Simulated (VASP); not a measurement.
Set up this calculation in VASP 6.6.1, as the native input.

| Quantity | Value |
| --- | --- |
| Task | density of states |
| Functional | r2SCAN |
| Dispersion | D3(BJ) |
| Potentials or basis | VASP PAW PBE potentials, release 64 (Pd) |
| Cutoff | 500 eV |
| k mesh | 12 × 12 × 12 |
| Occupations | tetrahedron |
| Spin | no spin polarisation |
| Hubbard terms | Pd d U = 7 eV |
| Further INCAR settings | ALGO = Normal; EDIFF = 1e-07; NBANDS = 11 |

The structure of Pd lies in POSCAR:

```
Pd
1.0
    0.0174240000      1.9719200000      1.9501110000
    1.9596270000      0.0374070000      1.9301280000
    1.9759120000      1.9682230000      0.0211220000
Pd
1
Cartesian
    0.0451365319      0.0122046343      0.0948315870
```

The cell isn't the ideal one: cell strained at random at fixed volume.

The input as run:

INCAR

```
ALGO = Normal
EDIFF = 1E-7
ENCUT = 500
ISIF = 2
ISMEAR = -5
IVDW = 12
LASPH = T
LCHARG = F
LDAU = T
LDAUJ = 0
LDAUL = 2
LDAUPRINT = 1
LDAUTYPE = 2
LDAUU = 7
LMAXMIX = 4
LMIXTAU = T
LORBIT = 11
LREAL = F
LWAVE = F
METAGGA = R2SCAN
NBANDS = 11
NEDOS = 2001
NELM = 60
PREC = Accurate
SIGMA = 0.05
VDW_A1 = 0.49484001
VDW_A2 = 5.73083694
VDW_S6 = 1.0
VDW_S8 = 0.78981345
```

KPOINTS

```
k-points
0
Gamma
  12 12 12
```

Potentials or basis: VASP PAW PBE potentials, release 64 (Pd).

Launch:

```bash
$ cat potpaw_PBE.64/Pd/POTCAR > POTCAR
$ mpirun -np 1 vasp_std > vasp.out
```

Results of the run:

```
Pressure                                              : -17.6 GPa
Band gap on the k mesh                                : none (metal or under the smearing width)
Valence electrons inside the program's atomic spheres : Pd 10.03
Dispersion energy per atom                            : -0.316 eV
```

Caveat: the PAW data sets were made with another functional, which shifts forces and pressure a little; U without spin polarisation on a metal has little footing; pairwise dispersion overbinds metals, which lowers pressure and volume; the U is typed as a test and isn't derived for this compound; tetrahedron occupations give inexact forces and stress in metals.

Wall time 12 min on 1 thread of Intel(R) Xeon(R) Platinum 8488C (Sapphire Rapids), with other jobs on the host, peak memory 0.27 GiB.
